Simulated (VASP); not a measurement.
NiO:

```
Ni O
1.0
     0.00000    2.08590    2.08590
     2.08590    0.00000    2.08590
     2.08590    2.08590    0.00000
Ni O
1 1
Direct
  0.00000 0.00000 0.00000
  0.50000 0.50000 0.50000
```

- Program: VASP 6.6.1
- Task: relaxation of cell and atoms
- Functional: PBEsol
- Dispersion: rVV10
- Potentials or basis: VASP PAW PBE potentials, release 64 (Ni, O)
- Cutoff: 600 eV
- k mesh: 11 × 11 × 11
- Occupations: fermi-dirac, width 0.05 eV
- Spin: collinear spin, ferromagnetic start
- Starting moments: [1.0, 0.0] μB

At the start: pressure -8.7 GPa; volume 9.08 Å³/atom.

Problem. How do energy, volume and symmetry change on relaxing?

Solution. Over 3 steps the energy falls by 11.5 meV/atom and the volume is 8.67 Å³/atom (-4.5 %); space group Fm-3m (No. 225, to 0.05 Å); moment 1.22 μB per cell.

Step by step:
| step | energy change (eV) | largest force (eV/Å) | pressure (GPa) | volume (Å³) |
| --- | --- | --- | --- | --- |
| 1 | 0.0000 | 0.0000 | -8.71 | 18.15 |
| 2 | -0.0147 | 0.0000 | 5.94 | 16.89 |
| 3 | -0.0230 | 0.0000 | 0.07 | 17.34 |

Final structure:
```xyz
2
Lattice="0.0000 2.0544 2.0544 2.0544 0.0000 2.0544 2.0544 2.0544 0.0000" Properties=species:S:1:pos:R:3 pbc="T T T"
Ni    0.0000    0.0000    0.0000
O     2.0544    2.0544    2.0544
```

Caveat: the PAW data sets were made with another functional, which shifts forces and pressure a little; a cell with one magnetic atom can't hold antiferromagnetic order, which such compounds often take.
